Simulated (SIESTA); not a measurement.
**Ge under changes of volume**

One of the cells (19.014 Å³/atom); the others are scaled copies at fixed shape and fractional positions:

```
Ge
1.0
    -2.49590    2.65086    1.43695
     2.49590   -2.65086    1.43695
     2.49590    2.65086   -1.43695
Ge
2
Direct
  0.31406 0.06406 0.25000
  0.68594 0.93594 0.75000
```

This isn't the form of Ge at room conditions, which is diamond.

```yaml
Program: SIESTA 5.4.2
Functional: PBEsol
Potentials_or_basis: PseudoDojo 0.4 standard (PBEsol files)
Basis: DZP (energy shift 0.003 Ry; two zetas on semicore shells)
Grid_cutoff: 800 Ry
Energy_shift: 0.003 Ry
k_mesh: 11 × 11 × 11
Occupations: fermi-dirac, width 0.05 eV
Spin: no spin polarisation
```

| volume (Å³/atom) | energy over the lowest point (meV/atom) | pressure (GPa) | largest force (eV/Å) |
| --- | --- | --- | --- |
| 17.874 | ? | ? | ? |
| 18.254 | 3.13 | 2.2 | 0.052 |
| 18.634 | 0.00 | 0.5 | 0.075 |
| 19.014 | 0.49 | -0.8 | 0.061 |
| 19.395 | 4.18 | -2.2 | 0.063 |
| 19.775 | 10.98 | -3.3 | 0.086 |
| 20.155 | 19.96 | -4.2 | 0.081 |

Q: What does the run at 17.874 Å³/atom give?

A: Energy over the lowest point 10.33 meV/atom; pressure 3.9 GPa; largest force 0.041 eV/Å.

Worked out: A Birch-Murnaghan fit of order 3 (a polynomial in V^(-2/3)) to the other rows has its minimum at 18.77 Å³/atom with B0 = V·E''(V) = 74 GPa and B' = 5.5 at fixed shape and positions, which overstates the stiffness. It gives 10.55 meV/atom at 17.874 Å³/atom, against the run's 10.33, and -dE/dV = 4.1 GPa, against 3.9.

Energies are extrapolated to zero smearing.

Caveats: the basis of atomic orbitals isn't converged, which shifts pressures, moduli and gaps.
